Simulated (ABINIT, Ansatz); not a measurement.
# LiH (Fm-3m): modes at Γ and the response to a field

Aim: the zone-centre modes of LiH (Fm-3m).

Method: DFT LDA, scalar-relativistic, plane waves, PseudoDojo norm-conserving pseudopotentials, in ABINIT 10.8.3.

This is a report of a sequence of runs, with most program output left out.

The database entry behind the starting cell differs from later determinations by our own check (the deuteride, about 0.2 % short), so it need not match the best structure at ambient conditions.

### Step 1. Starting point

Symmetry: Fm-3m, No. 225, cubic system. The conventional cell has a = 3.910 Å, b = 3.910 Å, c = 3.910 Å, α = 90.00°, β = 90.00°, γ = 90.00°. Nearest to Li lie 6 H at 1.96 Å. Nearest to H lie 6 Li at 1.96 Å. Farther neighbours are not listed.

### Step 2. Relaxing the cell and atoms

Frequencies change by per cents with a per cent of volume, so the structure is first brought to rest at this level of theory.

The starting cell comes from a relaxation made beforehand in Ansatz (LDA, PseudoDojo NC).

Input file relax.abi:

```
# relaxation
ionmov 2
optcell 2
ecutsm 0.5
dilatmx 1.08
ntime 40
tolmxf 2.0d-06
tolvrs 1.0d-14
prtwf 0
prtden 0
chksymtnons 0

# basis, mesh and filling
ecut 33.0
ngkpt 10 10 10
nshiftk 1
shiftk 0.0 0.0 0.0
istwfk *1
occopt 1
nband 2
nstep 100
diemac 9.0
prtebands 0
prtgsr 0
useylm 1

# cell and atoms
acell 3*1.0 Angstrom
rprim 
    0.0 1.955124122 1.955124122
    1.955124122 0.0 1.955124122
    1.955124122 1.955124122 0.0
ntypat 2
znucl 3 1
natom 2
typat 1 2
xred 
    0.0 0.0 0.0
    0.5 0.5 0.5
pp_dirpath "./pseudo"
pseudos "Li.upf, H.upf"
```

Command:

```sh
$ OMP_NUM_THREADS=1 mpirun -n 2 abinit relax.abi > relax.log
```

Run time: 4.3 s. Hardware: 2 MPI ranks of Arm Neoverse V2, shared host.

Little changed from the start: no atom moved by 0.005 Å and no cell edge by 0.1 %.

This step gave:

```
volume per atom : 7.472 Å³
pressure        : 2.87e-4 GPa
```

### Step 3. Self-consistent run for the response

The response is built on these wavefunctions, so the potential is converged far more tightly than an energy would need. The mesh is shifted off Γ, since shifted meshes converge sums over the zone faster.

Input file gs.abi:

```
# ground state
tolvrs 1.0d-16
prtden 1
prtwf 1

# basis, mesh and filling
ecut 33.0
ngkpt 8 8 8
nshiftk 4
shiftk 
    0.5 0.5 0.5
    0.5 0.0 0.0
    0.0 0.5 0.0
    0.0 0.0 0.5
istwfk *1
occopt 1
nband 2
nstep 100
diemac 9.0
prtebands 0
prtgsr 0
useylm 1

# cell and atoms
acell 3*1.0 Angstrom
rprim 
    0.0 1.955019262 1.955019262
    1.955019262 0.0 1.955019262
    1.955019262 1.955019262 0.0
ntypat 2
znucl 3 1
natom 2
typat 1 2
xred 
    0.0 0.0 0.0
    0.5 0.5 0.5
pp_dirpath "./pseudo"
pseudos "Li.upf, H.upf"
```

Command:

```sh
$ OMP_NUM_THREADS=1 mpirun -n 2 abinit gs.abi > gs.log
```

Run time: 2.8 s. Hardware: 2 MPI ranks.

Read from the output:

```yaml
pressure: -0.4925 GPa
```

The cell stands at -0.49 GPa: the relaxation ran with a smoothed cutoff and on another k mesh.

### Step 4. Empty bands

Empty bands on the ground state's density check that the gap assumed so far is there in this cell.

Input file gap.abi:

```
# empty bands on the ground state's density
iscf -2
getden_filepath "gso_DEN"
tolwfr 1.0d-12
nbdbuf 2
prtwf 0

# basis, mesh and filling
ecut 33.0
ngkpt 12 12 12
nshiftk 1
shiftk 0.0 0.0 0.0
istwfk *1
occopt 1
nband 6
nstep 100
diemac 9.0
prtebands 0
prtgsr 0
useylm 1

# cell and atoms
acell 3*1.0 Angstrom
rprim 
    0.0 1.955019262 1.955019262
    1.955019262 0.0 1.955019262
    1.955019262 1.955019262 0.0
ntypat 2
znucl 3 1
natom 2
typat 1 2
xred 
    0.0 0.0 0.0
    0.5 0.5 0.5
pp_dirpath "./pseudo"
pseudos "Li.upf, H.upf"
```

Command:

```sh
$ OMP_NUM_THREADS=1 mpirun -n 2 abinit gap.abi > gap.log
```

The job ended after 3.2 s (2 MPI ranks; 6.4 s of CPU time).

Read from the output:

```
gap on the k-mesh : 2.545 eV
```

In this cell the gap on the mesh is 2.5 eV, direct, so fixed occupations hold.

### Step 5. Linear response at Γ

The derivative of the wavefunctions by k comes first, since the response to a field is built on it; then the field and the displacements that symmetry doesn't supply are solved at q = 0.

It reads the wavefunctions written in step 3.

Input file dfpt_gamma.abi:

```
ndtset 2

# common to the responses
getwfk_filepath "gso_WFK"
kptopt 2
nqpt 1
qpt 0.0 0.0 0.0
asr 0
chneut 0

# d/dk
rfelfd1 2
rfdir1 1 1 1
iscf1 -3
tolwfr1 1.0d-20

# displacements, field
rfphon2 1
rfatpol2 1 2
rfdir2 1 1 1
rfelfd2 3
getddk2 1
tolvrs2 1.0d-10
prtwf2 0

# basis, mesh and filling
ecut 33.0
ngkpt 8 8 8
nshiftk 4
shiftk 
    0.5 0.5 0.5
    0.5 0.0 0.0
    0.0 0.5 0.0
    0.0 0.0 0.5
istwfk *1
occopt 1
nband 2
nstep 100
diemac 9.0
prtebands 0
prtgsr 0
useylm 1

# cell and atoms
acell 3*1.0 Angstrom
rprim 
    0.0 1.955019262 1.955019262
    1.955019262 0.0 1.955019262
    1.955019262 1.955019262 0.0
ntypat 2
znucl 3 1
natom 2
typat 1 2
xred 
    0.0 0.0 0.0
    0.5 0.5 0.5
pp_dirpath "./pseudo"
pseudos "Li.upf, H.upf"
```

Command:

```sh
$ OMP_NUM_THREADS=1 mpirun -n 2 abinit dfpt_gamma.abi > dfpt_gamma.log
```

Run time: 85 s. Hardware: 2 MPI ranks; 2.8 min of CPU time.

This step gave:

| Quantity | Value |
| --- | --- |
| miss of the charge sum rule | 0.008693 e |
| largest acoustic frequency at the zone centre before the sum rule | 0.4 cm⁻¹ |
| highest optical zone-centre mode (no LO-TO term) | 648.0 cm⁻¹ |
| lowest optical zone-centre mode | 648.0 cm⁻¹ |
| mean high-frequency dielectric constant | 4.802 |
| largest Born charge in size (third of the trace) | 1.018 e |

Born charge (rows field, columns displacement), before the sum rule (e), principal values of the symmetric part by kind of site:

```csv
atom,atoms with these values,low,middle,high,mean
Li1,1,1.02,1.02,1.02,1.02
H2,1,-1.01,-1.01,-1.01,-1.01
```

In full for H2:

```
-1.01  0.00  0.00
 0.00 -1.01  0.00
 0.00  0.00 -1.01
```

High-frequency dielectric tensor:

```
4.80 0.00 0.00
0.00 4.80 0.00
0.00 0.00 4.80
```

The acoustic modes at Γ come out as far as 0.4 cm⁻¹ from zero, where they should vanish, a small numerical error; the Born charges miss their sum rule by 0.0087 e, which is good.

### Step 6. Zone-centre analysis

anaddb reads the merged derivatives, imposes the acoustic sum rule and charge neutrality, and adds the LO-TO term along chosen directions.

Input file anaddb.abi:

```
ddb_filepath "gamma_DDB"
output_file "anaddb.abo"
outdata_prefix "anaddb"
asr 1
chneut 1
enunit 2
eivec 1
nph1l 1
qph1l 0.0 0.0 0.0 1.0
dieflag 1
nph2l 3
qph2l 
    1.0 0.0 0.0 0.0
    0.0 0.0 1.0 0.0
    1.0 1.0 1.0 0.0
```

Input file mrgddb.in:

```
gamma_DDB
merged
2
dfpt_gammao_DS2_DDB
gso_DDB
```

Command:

```sh
$ mrgddb < mrgddb.in > mrgddb.log
$ OMP_NUM_THREADS=1 anaddb anaddb.abi > anaddb.log
```

Elapsed: 0.52 s, on 1 thread.

Numbers from this step:

```yaml
mean_static_dielectric_constant: 13.96
highest_mode_moved_by_the_lo_to_term: 1105 cm⁻¹
```

No LO-TO term; unit eigenvectors of the mass-weighted matrix, from anaddb's displacements. Modes at Γ, with each element's share of the kinetic energy:

```csv
mode,frequency (cm⁻¹),symmetry,Li %,H %
1,0.0,acoustic,87,13
2,0.0,acoustic,87,13
3,0.0,acoustic,87,13
4,648.0,T1u,13,87
5,648.0,T1u,13,87
6,648.0,T1u,13,87
```

Displacements in mode 4 (648.0 cm⁻¹), the largest set to 1:
```
Li1  0.00  0.00  0.15
H2   0.00  0.00 -1.00
```

Trace of the oscillator strength, degenerate modes summed. Lines of the infrared spectrum (strongest = 100):

```csv
position (cm⁻¹),lines merged,"IR intensity, relative"
648,3,100
```

Static dielectric tensor (ions relaxed, fixed cell):

```
13.96  0.00  0.00
 0.00 13.96  0.00
 0.00  0.00 13.96
```

The rule moves no optical mode by more than 0.1 cm⁻¹.

### Step 7. Cross-check with Ansatz

The same cell, potentials and cutoff go through another code, on another k mesh. Its k mesh is centred on Γ.

This step: DFT LDA, scalar-relativistic, plane waves, PseudoDojo norm-conserving pseudopotentials (Ansatz 0.2.0).

Input file input.yaml:

```yaml
crystal:
  lattice:
    - [0.0, 1.9550192618, 1.9550192618]
    - [1.9550192618, 0.0, 1.9550192618]
    - [1.9550192618, 1.9550192618, 0.0]
  atoms:
    - { symbol: Li, position: [0.0, 0.0, 0.0] }
    - { symbol: H, position: [0.5, 0.5, 0.5] }
kpoints:
  mp_grid: { grid: [12, 12, 12] }
hamiltonian:
  xc: lda
  pseudopotentials: { kind: nc, accuracy: standard }
scf:
  occupations: { method: fixed }
output:
  eigenvalues: true
basis:
  ecutwfc: 897.976
phonons:
  method: dfpt
  dielectric: true
  rigid_motions: translations
```

Command:

```sh
$ ansatz run input.yaml --threads 2 --pin off --max-ram 4096MiB --backend cpu --events-out ev --progress --plain --runs-dir out
```

It took 9.7 s on 2 threads; peak memory 0.4 GiB; 19 s of CPU time.

Numbers from this step:

* sum-rule residual before enforcement: 1.05e-4 eV/Å²
* miss of the charge sum rule: 1.56e-4 e
* estimated error of the dielectric tensor: 0.02026
* estimated error of the Born charges: 0.006934 e
* highest optical zone-centre mode (no LO-TO term): 646.9 cm⁻¹
* lowest optical zone-centre mode: 646.9 cm⁻¹
* mean high-frequency dielectric constant: 4.978
* largest Born charge in size (third of the trace): 1.025 e
* mean static dielectric constant: 14.37
* highest mode moved by the LO-TO term: 1099 cm⁻¹

Transverse modes. Lines of the infrared spectrum (strongest = 100):

```csv
position (cm⁻¹),label,"IR intensity ((D/Å)²/amu), degenerate modes summed, relative"
647,T1u,100
```

The log warns that the force constants on this k mesh are to be taken as unconverged.

### Step 8. The two compared: ABINIT PseudoDojo and Ansatz, PseudoDojo

Worked out from the results:

| Property | Result |
| --- | --- |
| root-mean-square difference | 1.1 cm⁻¹ |
| largest difference | 1.1 cm⁻¹ |

Frequencies side by side, by row:

```csv
q (reciprocal lattice),mode,ABINIT PseudoDojo (cm⁻¹),"Ansatz, PseudoDojo (cm⁻¹)"
0 0 0,1,0,0
0 0 0,2,0,0
0 0 0,3,0,0
0 0 0,4,648,646.9
0 0 0,5,648,646.9
0 0 0,6,648,646.9
```

The two runs side by side. Further quantities:

```csv
quantity,ABINIT PseudoDojo,"Ansatz, PseudoDojo"
mean ε∞,4.802,4.978
"largest Born charge in size (e; the first before, the second after the charge sum rule)",1.018,1.025
summed IR intensity ((D/Å)²/amu),80.81,82.67
```

At the zone centre the largest difference (acoustic modes at Γ apart) is 0.2 % of the highest mode; ε∞ differs by 3.5 %.

### Step 9. Summary of results

```yaml
space_group_after_relaxation: Fm-3m
volume_per_atom: 7.47 Å³
highest_optical_zone_centre_mode_no_lo_to_term: 648.0 cm⁻¹
highest_mode_moved_by_the_lo_to_term: 1105 cm⁻¹
mean_high_frequency_dielectric_constant: 4.80
largest_born_charge_in_size_third_of_the_trace: 1.02 e
mean_static_dielectric_constant: 14.0
imaginary_optical_modes_at_the_zone_centre_no_q_mesh_in_this_session: none
largest_difference_from_ansatz_pseudodojo: 1.1 cm⁻¹
```

In words: At the LDA level the optical modes of LiH (Fm-3m) at the zone centre (no LO-TO term) lie at 648 cm⁻¹. The base run prints -0.49 GPa, mostly the error of a finite basis; the relaxation, with a smoothed cutoff, had brought the cell to rest. Along the directions run, the highest mode that the macroscopic field moves lies at 1105 cm⁻¹. Lattice motion raises the mean dielectric constant from 4.802 to 13.96. The Lyddane-Sachs-Teller relation holds: (ωLO/ωTO)² is 2.91 and ε₀/ε∞ is 2.91. ABINIT PseudoDojo and Ansatz, PseudoDojo differ by 1.1 cm⁻¹ in the root mean square and by 1.1 cm⁻¹ at most, 0.2 % of the highest mode compared (acoustic modes at Γ left out). The highest LO mode, which hangs on the field response, is 1105 against 1099 cm⁻¹. These are harmonic frequencies at zero temperature: anharmonic shifts and linewidths and thermal expansion are left out. Ansatz warns that the cutoff lies 11 % under the one recommended for these files; agreement at one cutoff is not convergence. Ansatz's log warns that force constants on this k mesh are to be taken as unconverged.

[Host names and launcher messages were left out of these logs when they were recorded.]

[Logs are printed without paths, hosts, clocks, repeated set-up lines and the standing remarks that a program may print on its own settings, such as how far it seeks lower states.]

[Hosts, paths, dates, database ids (printed as entryN), source tags and the programs' standing remarks are cut or masked in the printed files.]
